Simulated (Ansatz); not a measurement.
# Hf: the cost of one run

Computed with Ansatz 0.2.0 (DFT PBE, scalar-relativistic, plane waves, PAW, unless a step's input says otherwise).

### 1 Starting point

The structure is cubic, space group Pm-3m (No. 221). Conventional cell: a = 4.207 Å, b = 4.207 Å, c = 4.207 Å, α = 90.00°, β = 90.00°, γ = 90.00°. Hf (site symmetry 4/mmm) has 8 Hf at 2.97 Å as nearest neighbours.

Structure file:

```cif
data_structure
_symmetry_space_group_name_H-M 'P 1'
_symmetry_Int_Tables_number 1
_cell_length_a 4.2070
_cell_length_b 4.2070
_cell_length_c 4.2070
_cell_angle_alpha 90.000
_cell_angle_beta 90.000
_cell_angle_gamma 90.000
_cell_volume 74.46
loop_
_atom_site_label
_atom_site_type_symbol
_atom_site_fract_x
_atom_site_fract_y
_atom_site_fract_z
_atom_site_occupancy
Hf1 Hf 0.50000 0.00000 0.00000 1
Hf2 Hf 0.00000 0.50000 0.00000 1
Hf3 Hf 0.00000 0.00000 0.50000 1
```

The cell is invented: random cell by space group and Wyckoff sites (Pm-3m, No. 221). The dimensions are guesses.

### 2 Probe: one point on a coarse mesh

File input.yaml:

```yaml
crystal:
  lattice:
    - [4.20701143, 0.0, 0.0]
    - [0.0, 4.20701143, 0.0]
    - [0.0, 0.0, 4.20701143]
  atoms:
    - { symbol: Hf, position: [0.5, 0.0, 0.0] }
    - { symbol: Hf, position: [0.0, 0.5, 0.0] }
    - { symbol: Hf, position: [0.0, 0.0, 0.5] }
basis:
  ecutwfc: 420
kpoints:
  mp_grid: { grid: [4, 4, 4] }
hamiltonian:
  xc: pbe
scf:
  occupations: { method: gaussian, width: 0.1 }
  lower_state_search: "off"
output:
  forces: true
  stress: true
  eigenvalues: true
```

Run with:

```
$ ansatz run input.yaml --threads 1 --pin off --max-ram 2048MiB --backend cpu --events-out ev --progress --plain --runs-dir out
```

What time and memory should one allow on 1 thread of Intel Xeon Platinum 8488C (Sapphire Rapids), shared host?

About 3 s, with a peak of 0.36 GiB.
